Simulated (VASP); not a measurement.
# CdSe (P6_3mc) in VASP: notebook, part 2 of 2

VASP 6.6.1.

### Step 3. Single point, RPBE

Input file INCAR:

```
ALGO     = Normal         # electronic algorithm
EDIFF    = 1E-7           # SCF threshold, eV
ENCUT    = 520            # plane-wave cutoff, eV
GGA      = RP             # functional
ISIF     = 2              # what is computed and relaxed
ISMEAR   = -1             # smearing method
LASPH    = T              # aspherical terms in the spheres
LCHARG   = T              # write CHGCAR
LELF     = T              # ELF
LREAL    = F              # projectors in reciprocal space
LVHAR    = T            
LWAVE    = F              # write WAVECAR
NBANDS   = 26             # bands
NELM     = 80             # most SCF steps
PREC     = Accurate       # precision mode
SIGMA    = 0.05           # smearing width, eV
```

Input file KPOINTS:

```
k-points
0
Gamma
  7 7 4
```

Input file POSCAR:

```
CdSe
1.0
    4.3000000000      0.0000000000      0.0000000000
   -2.1500000000      3.7239092363      0.0000000000
    0.0000000000      0.0000000000      7.0200000000
Cd Se
2 2
Direct
    0.6666666667      0.3333333333      0.5000000000
    0.3333333333      0.6666666667      0.0000000000
    0.6666666667      0.3333333333      0.8850000000
    0.3333333333      0.6666666667      0.3850000000
```

Potentials or basis: VASP PAW PBE potentials, release 64 (Cd, Se).

Run with:

```console
> cat potpaw_PBE.64/Cd/POTCAR potpaw_PBE.64/Se/POTCAR > POTCAR
> mpirun -np 1 vasp_std > vasp.out
```

OUTCAR:

```text
EDIFF = 1E-7
   ENCUT = 520
   GGA = RP
   ISIF = 2
   ISMEAR = -1
   LASPH = T
   LREAL = F
   NELM = 80
   PREC = Accurate

 ion  position               nearest neighbor table
   1  0.667  0.333  0.500-   4 2.61   4 2.61   4 2.61   3 2.70
   2  0.333  0.667  0.000-   3 2.61   3 2.61   3 2.61   4 2.70
   3  0.667  0.333  0.885-   2 2.61   2 2.61   2 2.61   1 2.70
   4  0.333  0.667  0.385-   1 2.61   1 2.61   1 2.61   2 2.70

  LATTYP: Found a hexagonal cell.
 ALAT       =     4.3000000000
 C/A-ratio  =     1.6325581395

  Lattice vectors:

 A1 = (   4.3000000000,   0.0000000000,   0.0000000000)
 A2 = (  -2.1500000000,   3.7239092363,   0.0000000000)
 A3 = (   0.0000000000,   0.0000000000,   7.0200000000)

Analysis of symmetry for initial positions (statically):
=====================================================================
 Subroutine PRICEL returns:
 Original cell was already a primitive cell.

 Routine SETGRP: Setting up the symmetry group for a
 hexagonal supercell.

 Subroutine GETGRP returns: Found 12 space group operations
 (whereof  6 operations were pure point group operations)
 out of a pool of 24 trial point group operations.

The static configuration has the point symmetry C_3v.
 The point group associated with its full space group is C_6v.

Analysis of symmetry for dynamics (positions and initial velocities):
=====================================================================
 Subroutine PRICEL returns:
 Original cell was already a primitive cell.

 Routine SETGRP: Setting up the symmetry group for a
 hexagonal supercell.

 Subroutine GETGRP returns: Found 12 space group operations
 (whereof  6 operations were pure point group operations)
 out of a pool of 24 trial point group operations.

The dynamic configuration has the point symmetry C_3v.
 The point group associated with its full space group is C_6v.

 Subroutine INISYM returns: Found 12 space group operations
 (whereof  6 operations are pure point group operations),
 and found     1 'primitive' translations

----------------------------------------------------------------------------------------

                                     Primitive cell

  volume of cell :     112.4099

  direct lattice vectors                    reciprocal lattice vectors
     4.300000000  0.000000000  0.000000000     0.232558140  0.134267504  0.000000000
    -2.150000000  3.723909236  0.000000000     0.000000000  0.268535009  0.000000000
     0.000000000  0.000000000  7.020000000     0.000000000  0.000000000  0.142450142

  length of vectors
     4.300000000  4.300000000  7.020000000     0.268535009  0.268535009  0.142450142

  position of ions in fractional coordinates (direct lattice)
     0.666666667  0.333333333  0.500000000
     0.333333333  0.666666667  0.000000000
     0.666666667  0.333333333  0.885000000
     0.333333333  0.666666667  0.385000000

  ion indices of the primitive-cell ions
   primitive index   ion index
                 1           1
                 2           2
                 3           3
                 4           4

----------------------------------------------------------------------------------------

 KPOINTS: k-points

Automatic generation of k-mesh.
 Grid dimensions read from file:
 generate k-points for:    7    7    4

 Generating k-lattice:

  Cartesian coordinates                     Fractional coordinates (reciprocal lattice)
     0.033222591  0.019181072  0.000000000     0.142857143  0.000000000  0.000000000
     0.000000000  0.038362144  0.000000000     0.000000000  0.142857143  0.000000000
     0.000000000  0.000000000  0.035612536     0.000000000  0.000000000  0.250000000

  Length of vectors
     0.038362144  0.038362144  0.035612536

  Shift w.r.t. Gamma in fractional coordinates (k-lattice)
     0.000000000  0.000000000  0.000000000

 Subroutine IBZKPT returns following result:
 ===========================================

 Found     24 irreducible k-points:

 Following reciprocal coordinates:
            Coordinates               Weight
  0.000000  0.000000  0.000000      1.000000
  0.142857  0.000000  0.000000      6.000000
  0.285714 -0.000000  0.000000      6.000000
  0.428571 -0.000000  0.000000      6.000000
  0.142857  0.142857  0.000000      6.000000
  0.285714  0.142857  0.000000     12.000000
[... 16 lines left out ...]
  0.428571  0.142857  0.500000      6.000000
  0.285714  0.285714  0.500000      6.000000
   k-points           NKPTS =     24   k-points in BZ     NKDIM =     24   number of bands    NBANDS=     26
   number of dos      NEDOS =    301   number of ions     NIONS =      4
   total plane-waves  NPLWV =  55296
   dimension x,y,z NGX =    32 NGY =   32 NGZ =   54
   dimension x,y,z NGXF=    64 NGYF=   64 NGZF=  108
   ions per type =               2   2
   NGX,Y,Z   is equivalent  to a cutoff of  12.37, 12.37, 12.79 a.u.
   NGXF,Y,Z  is equivalent  to a cutoff of  24.74, 24.74, 25.58 a.u.
 SYSTEM =  unknown system
   PREC   = accura    normal or accurate (medium, high low for compatibility)
   ISTART =      0    job   : 0-new  1-cont  2-samecut
   ICHARG =      2    charge: 1-file 2-atom 10-const
   ISPIN  =      1    spin polarized calculation?
   LNONCOLLINEAR =      F non collinear calculations
   LSORBIT =      F    spin-orbit coupling
   LASPH  =      T    aspherical Exc in radial PAW
   ENCUT  =  520.0 eV  38.22 Ry    6.18 a.u.   8.00  8.00 13.05*2*pi/ulx,y,z
   NELM   =     80;   NELMIN=  2; NELMDL= -5     # of ELM steps
   EDIFF  = 0.1E-06   stopping-criterion for ELM
   LREAL  =      F    real-space projection
   EDIFFG = 0.1E-05   stopping-criterion for IOM
   NSW    =      0    number of steps for IOM
   IBRION =     -1    ionic relax: 0-MD 1-quasi-New 2-CG
   NFREE  =      0    steps in history (QN), initial steepest desc. (CG)
   ISIF   =      2    stress and relaxation
   ISYM   =      2    0-nonsym 1-usesym 2-fastsym
   POTIM  = 0.5000    time-step for ionic-motion
   TEBEG  =    0.0;   TEEND  =   0.0 temperature during run
   PSTRESS=    0.0 pullay stress
   NELECT =      36.0000    total number of electrons
   NUPDOWN=      -1.0000    fix difference up-down
   EMIN   =  10.00;   EMAX   =-10.00  energy-range for DOS
   EFERMI =   0.00;   METHOD = LEGACY
   ISMEAR =    -1;   SIGMA  =   0.05  broadening in eV -4-tet -1-fermi 0-gaus
   EFERMI_NEDOS =   21; number of points for ismear=-14 and -15
   IALGO  =     38    algorithm
   IMIX   =      4    mixing-type and parameters
     AMIX     =   0.40;   BMIX     =  1.00
     AMIX_MAG =   1.60;   BMIX_MAG =  1.00
  volume/ion in A,a.u.               =      28.10       189.64
  Fermi-wavevector in a.u.,A,eV,Ry     =   1.120059  2.116604 17.068937  1.254531
  Thomas-Fermi vector in A             =   2.256702
   LORBIT       =      0    0 simple, 1 ext, 2 COOP (PROOUT), +10 PAW based schemes
   GGA     = RP    functional components
   LHFCALC =     F    Hartree Fock is set to
   AEXX    =    0.0000 exact exchange contribution
   IVDW    =     0    specifies the selected vdW correction
   LEPSILON=     F    determine dielectric tensor
   LRPA    =     F    only Hartree local field effects (RPA)
 non-spin polarized calculation
  energy-cutoff  :      520.00
  volume of cell :      112.41
 maximum number of plane-waves:      3042
 NGX is ok and might be reduce to    32
   NGX = 15   NGY = 15   NGZ = 27

 number of electron      35.9999998 magnetization

 Free energy of the ion-electron system (eV)
  ---------------------------------------------------
  ext. energy  EPLUGINS =         0.00000000
  ---------------------------------------------------
  free energy    TOTEN  =        -9.55093582 eV

  energy without entropy =       -9.55093260  energy(sigma->0) =       -9.55093421

 E-fermi :   1.5297     XC(G=0):  -8.6464

 val. band max:        1.0579876395   @ k =   0.0000   0.0000   0.0000
 cond. band min:       1.9334469561   @ k =   0.0000   0.0000   0.0000
 fundamental gap:      0.8754593166
 Fermi energy:         1.5297375369

 k-point     1 :       0.0000    0.0000    0.0000
  band No.  band energies     occupation
      1     -11.4895      2.00000
      2     -11.1294      2.00000
      3      -6.8813      2.00000
      4      -6.8813      2.00000
      5      -6.8258      2.00000
      6      -6.8258      2.00000
[... 685 lines left out ...]
     25       9.2444      0.00000
     26       9.2444      0.00000

------------------------ aborting loop because EDIFF is reached ----------------------------------------

  FORCE on cell =-STRESS in cart. coord.  units (eV):
  Direction    XX          YY          ZZ          XY          YZ          ZX
  --------------------------------------------------------------------------------------
  -------------------------------------------------------------------------------------
  Total        4.2541765      4.2541765      2.6957537      0.0000000      0.0000000      0.0000000
  in kB       60.6347280     60.6347280     38.4225459      0.0000000      0.0000000      0.0000000
  external PRESSURE =      53.2306673 kB  Pullay stress =       0.0000000 kB

 VOLUME and BASIS-vectors are now :
 -----------------------------------------------------------------------------
  energy-cutoff  :      520.00
  volume of cell :      112.41
      direct lattice vectors                 reciprocal lattice vectors
     4.300000000  0.000000000  0.000000000     0.232558140  0.134267504  0.000000000
    -2.150000000  3.723909236  0.000000000     0.000000000  0.268535009  0.000000000
     0.000000000  0.000000000  7.020000000     0.000000000  0.000000000  0.142450142

 POSITION                                       TOTAL-FORCE (eV/Angst)
 -----------------------------------------------------------------------------------
      2.15000      1.24130      3.51000        -0.000000      0.000000      0.296979
     -0.00000      2.48261      0.00000         0.000000     -0.000000      0.296979
      2.15000      1.24130      6.21270        -0.000000      0.000000     -0.296979
     -0.00000      2.48261      2.70270         0.000000      0.000000     -0.296979
 -----------------------------------------------------------------------------------
    total drift:                               -0.000000     -0.000000      0.000113

  FREE ENERGIE OF THE ION-ELECTRON SYSTEM (eV)
  ---------------------------------------------------
  free  energy   TOTEN  =        -9.5509358219 eV

  energy  without entropy=       -9.5509325958  energy(sigma->0) =       -9.55093421
```

Run time: 98 s. Hardware: 1 thread of Intel Xeon 8259CL, shared host; peak memory 0.25 GiB.

What came out:

| Property | Result |
| --- | --- |
| Free energy | -9.5509 eV |
| Pressure | 5.3 GPa |
| Largest force | 0.297 eV/Å |
| Band gap on the k mesh | 0.88 eV |

Forces on the atoms (eV/Å):
```
Cd   0.000  0.000  0.297
Cd   0.000  0.000  0.297
Se   0.000  0.000 -0.297
Se   0.000  0.000 -0.297
```

Levels at points of the mesh, in eV from the valence-band top:
```
           k point  band 16  band 17  band 18  band 19  band 20  band 21
(0.00, 0.00, 0.00)    -0.01     0.00     0.00     0.88     2.25     5.96
(0.00, 0.00, 0.50)    -0.37    -0.37    -0.37     2.47     2.47     5.97
```

Caveat: the cell stands under pressure; the PAW data sets were made with another functional, which shifts forces and pressure a little.

### Step 4. Single point, RPBE

This run uses another cell than the first one, of 31.04 Å³/atom.

Input file INCAR:

```
SYSTEM = CdSe
PREC = Accurate
ENCUT = 520
EDIFF = 1E-6
ISMEAR = -1
SIGMA = 0.05
LREAL = .False.
LASPH = .True.
NELM = 100
ALGO = Normal
ISIF = 2
LWAVE = .False.
LCHARG = .True.
GGA = RP
LELF = .True.
LVHAR = .True.
NBANDS = 26
```

Input file KPOINTS:

```
regular mesh
0
Gamma
  7 7 4
  0 0 0
```

Input file POSCAR:

```
CdSe
1.0
    4.4450171516      0.0000000000      0.0000000000
   -2.2225085758      3.8494977735      0.0000000000
    0.0000000000      0.0000000000      7.2562470432
Cd Se
2 2
Direct
    0.6666666667      0.3333333333      0.5044943132
    0.3333333333      0.6666666667      0.0044943132
    0.6666666667      0.3333333333      0.8805056868
    0.3333333333      0.6666666667      0.3805056868
```

Potentials or basis: VASP PAW PBE potentials, release 64 (Cd, Se).

Run with:

```console
> cat potpaw_PBE.64/Cd/POTCAR potpaw_PBE.64/Se/POTCAR > POTCAR
> mpirun -np 1 vasp_std > vasp.out
```

OUTCAR:

```text
SYSTEM = CdSe
   PREC = Accurate
   ENCUT = 520
   EDIFF = 1E-6
   ISMEAR = -1
   LREAL = .False.
   LASPH = .True.
   NELM = 100
   ISIF = 2
   GGA = RP

 ion  position               nearest neighbor table
   1  0.667  0.333  0.504-   4 2.72   4 2.72   4 2.72   3 2.73
   2  0.333  0.667  0.004-   3 2.72   3 2.72   3 2.72   4 2.73
   3  0.667  0.333  0.881-   2 2.72   2 2.72   2 2.72   1 2.73
   4  0.333  0.667  0.381-   1 2.72   1 2.72   1 2.72   2 2.73

  LATTYP: Found a hexagonal cell.
 ALAT       =     4.4450171516
 C/A-ratio  =     1.6324452293

  Lattice vectors:

 A1 = (   4.4450171516,   0.0000000000,   0.0000000000)
 A2 = (  -2.2225085758,   3.8494977735,   0.0000000000)
 A3 = (   0.0000000000,   0.0000000000,   7.2562470432)

Analysis of symmetry for initial positions (statically):
=====================================================================
 Subroutine PRICEL returns:
 Original cell was already a primitive cell.

 Routine SETGRP: Setting up the symmetry group for a
 hexagonal supercell.

 Subroutine GETGRP returns: Found 12 space group operations
 (whereof  6 operations were pure point group operations)
 out of a pool of 24 trial point group operations.

The static configuration has the point symmetry C_3v.
 The point group associated with its full space group is C_6v.

Analysis of symmetry for dynamics (positions and initial velocities):
=====================================================================
 Subroutine PRICEL returns:
 Original cell was already a primitive cell.

 Routine SETGRP: Setting up the symmetry group for a
 hexagonal supercell.

 Subroutine GETGRP returns: Found 12 space group operations
 (whereof  6 operations were pure point group operations)
 out of a pool of 24 trial point group operations.

The dynamic configuration has the point symmetry C_3v.
 The point group associated with its full space group is C_6v.
[... 118 lines left out ...]
   EFERMI_NEDOS =   21; number of points for ismear=-14 and -15
   IALGO  =     38    algorithm
   IMIX   =      4    mixing-type and parameters
     AMIX     =   0.40;   BMIX     =  1.00
     AMIX_MAG =   1.60;   BMIX_MAG =  1.00
  volume/ion in A,a.u.               =      31.04       209.47
  Fermi-wavevector in a.u.,A,eV,Ry     =   1.083542  2.047598 15.974105  1.174064
  Thomas-Fermi vector in A             =   2.219611
   LORBIT       =      0    0 simple, 1 ext, 2 COOP (PROOUT), +10 PAW based schemes
   GGA     = RP    functional components
   LHFCALC =     F    Hartree Fock is set to
   AEXX    =    0.0000 exact exchange contribution
   IVDW    =     0    specifies the selected vdW correction
   LEPSILON=     F    determine dielectric tensor
   LRPA    =     F    only Hartree local field effects (RPA)
 non-spin polarized calculation
  energy-cutoff  :      520.00
  volume of cell :      124.16
 maximum number of plane-waves:      3360
 NGX is ok and might be reduce to    36
   NGX = 17   NGY = 17   NGZ = 27

 number of electron      36.0000004 magnetization

 Free energy of the ion-electron system (eV)
  ---------------------------------------------------
  ext. energy  EPLUGINS =         0.00000000
  ---------------------------------------------------
  free energy    TOTEN  =        -9.75476214 eV

  energy without entropy =       -9.75473002  energy(sigma->0) =       -9.75474608

 E-fermi :   0.6858     XC(G=0):  -8.1850

 val. band max:        0.3411814717   @ k =   0.0000   0.0000   0.0000
 cond. band min:       0.9608275033   @ k =   0.0000   0.0000   0.0000
 fundamental gap:      0.6196460316
 Fermi energy:         0.6858461021

 k-point     1 :       0.0000    0.0000    0.0000
  band No.  band energies     occupation
      1     -11.7060      2.00000
      2     -11.4159      2.00000
      3      -7.3192      2.00000
      4      -7.3163      2.00000
      5      -7.3163      2.00000
      6      -7.2660      2.00000
[... 685 lines left out ...]
     25       8.3510      0.00000
     26       8.3510      0.00000

------------------------ aborting loop because EDIFF is reached ----------------------------------------

  FORCE on cell =-STRESS in cart. coord.  units (eV):
  Direction    XX          YY          ZZ          XY          YZ          ZX
  --------------------------------------------------------------------------------------
  -------------------------------------------------------------------------------------
  Total        0.1753207      0.1753207      0.1415709      0.0000000      0.0000000      0.0000000
  in kB        2.2623208      2.2623208      1.8268166      0.0000000      0.0000000      0.0000000
  external PRESSURE =       2.1171528 kB  Pullay stress =       0.0000000 kB

 VOLUME and BASIS-vectors are now :
 -----------------------------------------------------------------------------
  energy-cutoff  :      520.00
  volume of cell :      124.16
      direct lattice vectors                 reciprocal lattice vectors
     4.445017152  0.000000000  0.000000000     0.224971010  0.129887073  0.000000000
    -2.222508576  3.849497773  0.000000000     0.000000000  0.259774147  0.000000000
     0.000000000  0.000000000  7.256247043     0.000000000  0.000000000  0.137812287

 POSITION                                       TOTAL-FORCE (eV/Angst)
 -----------------------------------------------------------------------------------
      2.22251      1.28317      3.66074         0.000000     -0.000000      0.006111
     -0.00000      2.56633      0.03261        -0.000000      0.000000      0.006111
      2.22251      1.28317      6.38917        -0.000000      0.000000     -0.006111
     -0.00000      2.56633      2.76104        -0.000000      0.000000     -0.006111
 -----------------------------------------------------------------------------------
    total drift:                               -0.000000     -0.000000      0.000281

  FREE ENERGIE OF THE ION-ELECTRON SYSTEM (eV)
  ---------------------------------------------------
  free  energy   TOTEN  =        -9.7547621423 eV

  energy  without entropy=       -9.7547300203  energy(sigma->0) =       -9.75474608
```

Run time: 2.2 min. Hardware: 1 thread of Intel Xeon 8259CL, shared host; peak memory 0.28 GiB.

Results:

```yaml
Free_energy: -9.7548 eV
Pressure: 0.2 GPa
Largest_force: 0.006 eV/Å
Band_gap_on_the_k_mesh: 0.62 eV
```

Forces on the atoms (eV/Å):
```
Cd   0.000  0.000  0.006
Cd   0.000  0.000  0.006
Se   0.000  0.000 -0.006
Se   0.000  0.000 -0.006
```

Caveat: the PAW data sets were made with another functional, which shifts forces and pressure a little.

### Step 5. Summary

| level | cell | gap on the mesh (eV) | pressure (GPa) | largest force (eV/Å) |
| --- | --- | --- | --- | --- |
| PBEsol | a = 4.301, b = 4.301, c = 7.021 Å, angles 90.0, 90.0, 120.0°, 4 atoms, atomic positions A | 0.54 | 0.4 | - |
| RPBE | a = 4.300, b = 4.300, c = 7.020 Å, angles 90.0, 90.0, 120.0°, 4 atoms, atomic positions B | 0.88 | 5.3 | 0.30 |
| RPBE | a = 4.445, b = 4.445, c = 7.256 Å, angles 90.0, 90.0, 120.0°, 4 atoms, atomic positions A | 0.62 | 0.2 | 0.01 |

Alike in all rows: task single point; potentials or basis VASP PAW PBE potentials, release 64 (Cd, Se); no spin polarisation; k mesh 7 × 7 × 4; cutoff (eV) 520; smearing fermi-dirac 0.05 eV.

Caveats: the PAW data sets were made with another functional, which shifts forces and pressure a little; the cell stands under pressure (at least some runs).

Total energies depend on the potentials used, so only differences within one code and one set of settings carry meaning.

### Step 6. Comparison with measurements

Step 2. Against the measured gap of CdSe, 1.841 eV (2 K; a printed reference work, data compilation), the calculated 0.54 eV is off by -1.30 eV. So large a miss can be the level of theory's own, or it may mean another phase, state or a wrong row. Spin-orbit coupling on Cd, Se is left out. The value is that of PBEsol, without temperature or zero-point motion. Semilocal functionals fall short of measured gaps as a rule.

Step 4. A measured gap of CdSe is 1.841 eV (2 K; a printed reference work, data compilation); the calculated 0.62 eV misses it by -1.22 eV. So large a miss can be the level of theory's own, or it may mean another phase, state or a wrong row. Spin-orbit coupling on Cd, Se is left out. The value is that of RPBE, without temperature or zero-point motion. Semilocal functionals fall short of measured gaps as a rule.
